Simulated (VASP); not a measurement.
# KMgF3 (Pm-3m) in VASP: further runs, part 3 of 3

VASP 6.6.1.

### Step 5. Relaxation of cell and atoms, r2SCAN

The input, INCAR:

```
  PREC = Accurate
  ENCUT = 600
  EDIFF = 1E-6
  ISMEAR = 0
  SIGMA = 0.02
  LREAL = F
  LASPH = T
  NELM = 100
  ALGO = Normal
  ISIF = 3
  LWAVE = F
  LCHARG = F
  METAGGA = R2SCAN
  LMIXTAU = T
  IBRION = 2
  NSW = 40
  EDIFFG = -0.01
  KPAR = 2
```

The input, KPOINTS:

```
Automatic mesh
0
Gamma
  6 6 6
```

The input, POSCAR:

```
KMgF3
1.0
    3.9859000000      0.0000000000      0.0000000000
    0.0000000000      3.9859000000      0.0000000000
    0.0000000000      0.0000000000      3.9859000000
K Mg F
1 1 3
Direct
    0.5000000000      0.5000000000      0.5000000000
    0.0000000000      0.0000000000      0.0000000000
    0.0000000000      0.0000000000      0.5000000000
    0.0000000000      0.5000000000      0.0000000000
    0.5000000000      0.0000000000      0.0000000000
```

Potentials or basis: VASP PAW PBE potentials, release 64 (K_sv, Mg, F).

Run with:

```console
$ cat potpaw_PBE.64/K_sv/POTCAR potpaw_PBE.64/Mg/POTCAR potpaw_PBE.64/F/POTCAR > POTCAR
$ mpirun -np 2 vasp_std > vasp.out
```

OUTCAR:

```text
PREC = Accurate
   ENCUT = 600
   EDIFF = 1E-6
   ISMEAR = 0
   LREAL = F
   LASPH = T
   NELM = 100
   ISIF = 3
   METAGGA = R2SCAN
   IBRION = 2
   NSW = 40
   EDIFFG = -0.01

 ion  position               nearest neighbor table
   1  0.500  0.500  0.500-   3 2.82   4 2.82   5 2.82   4 2.82   5 2.82   3 2.82   5 2.82   5 2.82
                             3 2.82   4 2.82   4 2.82   3 2.82   2 3.45   2 3.45   2 3.45   2 3.45
   2  0.000  0.000  0.000-   3 1.99   4 1.99   5 1.99   3 1.99   4 1.99   5 1.99   1 3.45   1 3.45
                             1 3.45   1 3.45   1 3.45   1 3.45   1 3.45   1 3.45
[... 713 lines left out ...]
  -------------------------------------------------------------------------------------
  Total       -0.0488599     -0.0488599     -0.0488599      0.0000000     -0.0000000      0.0000000
  in kB       -1.2507850     -1.2507850     -1.2507850      0.0000000     -0.0000000      0.0000000
  external PRESSURE =      -1.2507850 kB  Pullay stress =       0.0000000 kB

 VOLUME and BASIS-vectors are now :
 -----------------------------------------------------------------------------
  energy-cutoff  :      600.00
  volume of cell :       62.59
      direct lattice vectors                 reciprocal lattice vectors
     3.970331401  0.000000000  0.000000000     0.251868144 -0.000000000  0.000000000
     0.000000000  3.970331401  0.000000000    -0.000000000  0.251868144  0.000000000
    -0.000000000 -0.000000000  3.970331401    -0.000000000 -0.000000000  0.251868144

 POSITION                                       TOTAL-FORCE (eV/Angst)
 -----------------------------------------------------------------------------------
      1.98517      1.98517      1.98517         0.000000     -0.000000      0.000000
      0.00000      0.00000      0.00000        -0.000000      0.000000      0.000000
     -0.00000     -0.00000      1.98517        -0.000000     -0.000000      0.000000
      0.00000      1.98517      0.00000         0.000000      0.000000      0.000000
      1.98517      0.00000      0.00000        -0.000000      0.000000      0.000000
 -----------------------------------------------------------------------------------
    total drift:                                0.000000      0.000000     -0.000000

  FREE ENERGIE OF THE ION-ELECTRON SYSTEM (eV)
  ---------------------------------------------------
  free  energy   TOTEN  =       -37.4288065260 eV

  energy  without entropy=      -37.4288065260  energy(sigma->0) =      -37.42880653

 reached required accuracy - stopping structural energy minimisation
```

OSZICAR:

```text
N       E                     dE             d eps       ncg     rms          rms(c)
DAV:   1     0.248800428802E+03    0.24880E+03   -0.19709E+04   824   0.176E+03
DAV:   2    -0.354250712005E+02   -0.28423E+03   -0.27444E+03  1092   0.431E+02
DAV:   3    -0.480547306560E+02   -0.12630E+02   -0.12592E+02  1044   0.878E+01
DAV:   4    -0.487028332153E+02   -0.64810E+00   -0.64650E+00  1388   0.120E+01
[... 27 lines left out ...]
DAV:   7    -0.374287504088E+02   -0.15370E-02   -0.22165E-04   840   0.211E-01    0.616E-03
DAV:   8    -0.374287612376E+02   -0.10829E-04   -0.51677E-05  1180   0.801E-02    0.640E-03
DAV:   9    -0.374288023484E+02   -0.41111E-04   -0.88335E-06   864   0.385E-02    0.220E-03
DAV:  10    -0.374288069116E+02   -0.45632E-05   -0.13975E-06   580   0.151E-02    0.496E-04
DAV:  11    -0.374288065260E+02    0.38560E-06   -0.20403E-07   548   0.417E-03
   2 F= -.37428807E+02 E0= -.37428807E+02  d E =-.269191E-02
```

It took 2.2 min on 2 MPI ranks of Intel Xeon Platinum 8375C at 2.90GHz (Ice Lake), shared host; peak memory 0.21 GiB.

Results:

```yaml
Free_energy: -37.4288 eV
Relaxed_volume: 12.52 Å³/atom
Relaxed_cell: a = 3.970 Å, b = 3.970 Å, c = 3.970 Å, α = 90.00°, β = 90.00°, γ = 90.00°
Space_group_after_relaxing_to_0.05_Å: Pm-3m (No. 221)
Energy_gained_by_relaxing: 0.5 meV/atom
Ionic_steps: 2
Pressure_after_relaxing: -0.1 GPa
Band_gap_on_the_k_mesh: 8.35 eV, indirect (least direct gap 8.67 eV)
```

Step by step:
```
step  energy change (eV)  largest force (eV/Å)  pressure (GPa)  volume (Å³)
   1              0.0000                0.0000           -1.02        63.33
   2             -0.0027                0.0000           -0.13        62.59
```

Final structure:
```yaml
crystal:
  lattice:
    - [3.97033, 0.00000, 0.00000]
    - [0.00000, 3.97033, 0.00000]
    - [0.00000, 0.00000, 3.97033]
  atoms:
    - { symbol: K, position: [0.50000, 0.50000, 0.50000] }
    - { symbol: Mg, position: [0.00000, 0.00000, 0.00000] }
    - { symbol: F, position: [0.00000, 0.00000, 0.50000] }
    - { symbol: F, position: [0.00000, 0.50000, 0.00000] }
    - { symbol: F, position: [0.50000, 0.00000, 0.00000] }
```

Levels at points of the mesh, in eV from the valence-band top:
```tsv
k point	band 14	band 15	band 16	band 17	band 18	band 19
(0.00, 0.00, 0.00)	-0.32	-0.32	-0.32	8.35	10.86	10.86
(0.50, 0.00, 0.00)	-0.88	-0.54	-0.54	11.09	11.60	11.94
(0.50, 0.50, 0.00)	-0.90	-0.90	-0.02	11.95	12.61	13.78
(0.50, 0.50, 0.50)	0.00	0.00	0.00	11.43	11.43	11.43
```

Caveat: the PAW data sets were made with another functional, which shifts forces and pressure a little.

### Step 6. For comparison

An earlier run on the cell as given: functional PBE; potentials or basis VASP PAW PBE potentials, release 64 (K_sv, Mg, F); cutoff 520 eV; k mesh 7 × 7 × 7; occupations fermi-dirac, width 0.05 eV; no spin polarisation.

* Pressure: 3.4 GPa
* Band gap on the k mesh: 7.34 eV, indirect (least direct gap 7.63 eV)

### Step 7. Overview

| task | level | potentials or basis | cell | k mesh | cutoff (eV) | smearing | ladder | other keys | gap on the mesh (eV) | pressure (GPa) | relaxed volume (Å³/atom) |
| --- | --- | --- | --- | --- | --- | --- | --- | --- | --- | --- | --- |
| single point | PBEsol | VASP PAW PBE potentials, release 64 (K_sv, Mg_pv, F) | as given | 7 × 7 × 7 | 520 | gaussian 0.1 eV | - | - | 7.16 | 0.3 | - |
| electron localisation function | SCAN+D3 | VASP PAW PBE potentials, release 64 (K_sv, Mg, F_s) | as given | 7 × 7 × 7 | 400 | tetrahedron, uncorrected 0.1 eV | - | ISMEAR = -4; SIGMA = 0.1; ALGO = Fast; MAXMIX = 40 | 8.20 | -2.7 | - |
| relaxation of cell and atoms | LDA | VASP PAW LDA potentials, release 64 (K_sv, Mg, F) | relaxed | 6 × 6 × 6 | 600 | gaussian 0.02 eV | gaps | - | 7.52 | 0.0 | 11.80 |
| relaxation of cell and atoms | r2SCAN | VASP PAW PBE potentials, release 64 (K_sv, Mg, F) | relaxed | 6 × 6 × 6 | 600 | gaussian 0.02 eV | gaps | - | 8.35 | -0.1 | 12.52 |
| single point | PBE | VASP PAW PBE potentials, release 64 (K_sv, Mg, F) | as given | 7 × 7 × 7 | 520 | fermi-dirac 0.05 eV | - | - | 7.34 | 3.4 | - |

Alike in all rows: no spin polarisation.

Caveats: the PAW data sets were made with another functional, which shifts forces and pressure a little (some runs); an odd mesh through Γ misses points on the zone boundary, where band edges often lie (some runs).

Total energies depend on the potentials used, so only differences within one code and one set of settings carry meaning.
